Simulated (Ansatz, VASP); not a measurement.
Ru: VASP beside Ansatz

Contents of POSCAR:

```
Ru
1.0
    0.0000000000      2.0682000000      1.9150000000
    2.0682000000      0.0000000000      1.9150000000
    2.0682000000      2.0682000000      0.0000000000
Ru
1
Direct
    0.0000000000      0.0000000000      0.0000000000
```

File INCAR.step1:

```
SYSTEM = Ru
  PREC = Accurate
  ENCUT = 520
  ISMEAR = 0
  SIGMA = 0.15
  LREAL = .FALSE.
  LASPH = .TRUE.
  NELM = 100
  NBANDS = 13
  GGA = PE
  ALGO = Normal
  EDIFF = 1E-4
  LWAVE = .TRUE.
  LCHARG = .FALSE.
```

The input INCAR.step2:

```
SYSTEM = Ru
  PREC = Accurate
  ENCUT = 520
  EDIFF = 1E-6
  ISMEAR = 0
  SIGMA = 0.15
  LREAL = .FALSE.
  LASPH = .TRUE.
  NELM = 100
  ALGO = Normal
  ISIF = 2
  LWAVE = .FALSE.
  LCHARG = .TRUE.
  METAGGA = R2SCAN
  LMIXTAU = .TRUE.
  LELF = .TRUE.
  LVHAR = .TRUE.
  NBANDS = 13
  ISTART = 1
```

The input KPOINTS:

```
Automatic mesh
0
G
  22 22 22
  0 0 0
```

Input for Ansatz:

```yaml
crystal:
  lattice:
    - [0.0, 2.0682, 1.915]
    - [2.0682, 0.0, 1.915]
    - [2.0682, 2.0682, 0.0]
  atoms:
    - { symbol: Ru, position: [0.0, 0.0, 0.0] }
basis:
  ecutwfc: 500
kpoints:
  mp_grid: { grid: [22, 22, 22] }
hamiltonian:
  xc: r2scan
scf:
  occupations: { method: gaussian, width: 0.15 }
output:
  forces: true
  stress: true
  eigenvalues: true
```

Change from the starting cell: strain +0.080 along x and y, +0.000 along z, atoms carried along.

Alike in both runs: task single point; functional r2SCAN; k mesh 22 × 22 × 22; occupations gaussian, width 0.15 eV; no spin polarisation.

|  | VASP | Ansatz |
| --- | --- | --- |
| version | VASP 6.6.1 | Ansatz 0.2.0 |
| potentials or method | VASP PAW PBE potentials, release 64 (Ru_pv) | scalar-relativistic, plane waves, PAW |
| plane-wave cutoff (eV) | 520 | 500 |
| valence electrons in the cell | 14 | 16 |

VASP gave:

```
gap on the k mesh at the Fermi level (eV)       : none
pressure (GPa)                                  : -38.4
largest component of the traceless stress (GPa) : 8.57
```

What did Ansatz give for the same quantities?

gap on the k mesh at the Fermi level (eV): none; pressure (GPa): -38.9; largest component of the traceless stress (GPa): 8.56.

A gap of «none» marks a metal or a gap that the smearing closes. The functional is the same, so the differences come from potentials, cutoffs and numerics. The two sets of potentials don't hold the same shells in valence.

Caveats: the cell as given lies far from equilibrium; so large a pressure means that the cell lies far from this level's equilibrium, or that cutoff or potentials fall short (VASP); the potentials were made for another functional, which shifts forces and pressure (VASP).
